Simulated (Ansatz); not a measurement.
**GaS: 71Ga nuclear quadrupole resonance**

Cell: a COD entry, ions relaxed with PBE at fixed cell.

```cif
data_GaS
_symmetry_space_group_name_H-M 'P6_3/mmc'
_symmetry_Int_Tables_number 194
_cell_length_a 3.5850
_cell_length_b 3.5850
_cell_length_c 15.5000
_cell_angle_alpha 90.000
_cell_angle_beta 90.000
_cell_angle_gamma 120.000
loop_
_atom_site_label
_atom_site_type_symbol
_atom_site_symmetry_multiplicity
_atom_site_Wyckoff_symbol
_atom_site_fract_x
_atom_site_fract_y
_atom_site_fract_z
Ga Ga 4 f 0.3333 0.6667 0.1710
S S 4 f 0.3333 0.6667 0.6008
```

One atom of each set is listed.

All values are calculated (Ansatz; DFT, r2SCAN, plane waves and PAW, scalar-relativistic, 500 eV cutoff, Γ-centred 14×14×3 k-points, Fermi–Dirac smearing 0.02 eV), not measured.

71Ga: I = 3/2, Q = 107.0 mb (year-2017 value). Static lattice, zero field.

Question: Predict the zero-field 71Ga lines of each site.

Answer: For I = 3/2 there is one line, ν = (|C_Q|/2)(1 + η²/3)^½.

```json
{"site": "Ga", "atoms": "4", "V_zz (10²¹ V/m²)": "-8.41", "C_Q (MHz)": "-21.8", "η": "0.00", "line frequencies (MHz)": "10.9"}
```

Question: And for ⁶⁹Ga (I = 3/2, Q = 171.0 mb) on Ga?

Answer: C_Q scales with Q to -34.8 MHz, with lines at 17.4 MHz.

An axis of threefold or higher order runs through Ga, so V_zz lies along it and η is zero.
